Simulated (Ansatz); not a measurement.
# B: the cost of one run

Computed with Ansatz 0.2.0 (DFT PBE, scalar-relativistic, plane waves, PAW, unless a step's input says otherwise).

### Step 1. The starting structure

Symmetry: P-1, No. 2, triclinic system. The conventional cell has a = 2.168 Å, b = 2.227 Å, c = 5.417 Å, α = 95.86°, β = 96.63°, γ = 115.57°. B (site symmetry 1) is surrounded by 12 B at 2.14 to 2.36 Å. B (site symmetry -1) is surrounded by 12 B at 2.14 to 2.36 Å.

Coordinates:

```
B
1.0
     2.16848    0.00000    0.00000
    -0.96138    2.00886    0.00000
    -0.62583   -0.91250    5.30313
B
3
Direct
  0.58607 0.74142 0.33526
  0.41393 0.25858 0.66474
  0.00000 0.00000 0.00000
```

The cell is invented: one element on all sites of the Hg type (P-1, No. 2). Its size is a rough estimate.

### Step 2. Probe: one point on a coarse mesh

input.yaml reads:

```yaml
crystal:
  lattice:
    - [2.16847521, 0.0, 0.0]
    - [-0.96137672, 2.00885594, 0.0]
    - [-0.62583265, -0.91250003, 5.30312701]
  atoms:
    - { symbol: B, position: [0.58607012, 0.7414223, 0.3352578] }
    - { symbol: B, position: [0.41392988, 0.2585777, 0.6647422] }
    - { symbol: B, position: [0.0, 0.0, 0.0] }
basis:
  ecutwfc: 420
kpoints:
  mp_grid: { grid: [8, 8, 4] }
hamiltonian:
  xc: pbe
scf:
  occupations: { method: gaussian, width: 0.1 }
  lower_state_search: "off"
output:
  forces: true
  stress: true
  eigenvalues: true
```

Run with:

```bash
> ansatz run input.yaml --threads 1 --pin off --max-ram 2560MiB --backend cpu --events-out ev --progress --plain --runs-dir out
```

What time and memory should one allow on 1 thread of Intel Xeon at 2.50GHz (Skylake/Cascade Lake), shared host?

About 3.8 s, with a peak of 0.32 GiB.
